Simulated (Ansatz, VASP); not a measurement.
## Al: VASP beside Ansatz

Contents of INCAR:

```
  PREC = Accurate
  ENCUT = 520
  EDIFF = 1E-6
  ISMEAR = 0
  SIGMA = 0.15
  LREAL = F
  LASPH = T
  NELM = 100
  ALGO = Normal
  ISIF = 2
  LWAVE = F
  LCHARG = T
  LELF = T
  LVHAR = T
  NBANDS = 8
```

KPOINTS

```
regular mesh
0
Gamma
  20 20 20
```

Contents of POSCAR:

```
Al
1.0
    0.0000000000      2.0745795000      2.0745795000
    2.0745795000      0.0000000000      2.0745795000
    2.0745795000      2.0745795000      0.0000000000
Al
1
Direct
    0.0000000000      0.0000000000      0.0000000000
```

Input for Ansatz:

```yaml
crystal:
  lattice:
    - [0.0, 2.0745795, 2.0745795]
    - [2.0745795, 0.0, 2.0745795]
    - [2.0745795, 2.0745795, 0.0]
  atoms:
    - { symbol: Al, position: [0.0, 0.0, 0.0] }
basis:
  ecutwfc: 420
kpoints:
  mp_grid: { grid: [20, 20, 20] }
hamiltonian:
  xc: lda
scf:
  occupations: { method: gaussian, width: 0.15 }
output:
  forces: true
  stress: true
  eigenvalues: true
```

Change from the starting cell: strain +0.025 along x and y, +0.025 along z, atoms carried along.

Alike in both runs: task single point; functional LDA; k mesh 20 × 20 × 20; occupations gaussian, width 0.15 eV; no spin polarisation.

|  | VASP | Ansatz |
| --- | --- | --- |
| version | VASP 6.6.1 | Ansatz 0.2.0 |
| potentials or method | VASP PAW LDA potentials, release 64 (Al) | scalar-relativistic, plane waves, PAW |
| plane-wave cutoff (eV) | 520 | 420 |
| valence electrons in the cell | 3 | 3 |

```csv
,VASP,Ansatz,Ansatz less VASP
gap on the k mesh at the Fermi level (eV),none,none,-
pressure (GPa),-7.6,-7.6,-0.01
```

A gap of «none» marks a metal or a gap that the smearing closes.
